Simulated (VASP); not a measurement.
The system is CdSe.

```xyz
2
Lattice="0.0000 3.0703 3.0703 3.0703 0.0000 3.0703 3.0703 3.0703 0.0000" Properties=species:S:1:pos:R:3 pbc="T T T"
Cd    0.0000    0.0000    0.0000
Se    4.6054    4.6054    4.6054
```

Measurements of this composition are mostly on another form, of space group No. 186.

| Item | Value |
| --- | --- |
| Program | VASP 6.6.1 |
| Task | relaxation of cell and atoms |
| Functional | PBE |
| Potentials or basis | VASP PAW PBE potentials, release 64 (Cd, Se) |
| Cutoff | 600 eV |
| k mesh | 6 × 6 × 6 |
| Occupations | fermi-dirac, width 0.02 eV |
| Spin | no spin polarisation |

At the start: pressure 1.5 GPa; volume 28.94 Å³/atom.

Where does the relaxation end?

Over 3 steps the energy falls by 4.3 meV/atom and the volume is 29.88 Å³/atom (+3.2 %); space group F-43m (No. 216, to 0.05 Å).

Step by step:
| step | energy change (eV) | largest force (eV/Å) | pressure (GPa) | volume (Å³) |
| --- | --- | --- | --- | --- |
| 1 | 0.0000 | 0.0000 | 1.53 | 57.88 |
| 2 | -0.0081 | 0.0000 | -0.35 | 60.23 |
| 3 | -0.0087 | 0.0000 | 0.00 | 59.75 |

Final structure:
```cif
data_structure
_symmetry_space_group_name_H-M 'P 1'
_symmetry_Int_Tables_number 1
_cell_length_a 4.3882
_cell_length_b 4.3882
_cell_length_c 4.3882
_cell_angle_alpha 60.000
_cell_angle_beta 60.000
_cell_angle_gamma 60.000
_cell_volume 59.75
loop_
_atom_site_label
_atom_site_type_symbol
_atom_site_fract_x
_atom_site_fract_y
_atom_site_fract_z
_atom_site_occupancy
Cd1 Cd 0.00000 0.00000 0.00000 1
Se1 Se 0.75000 0.75000 0.75000 1
```
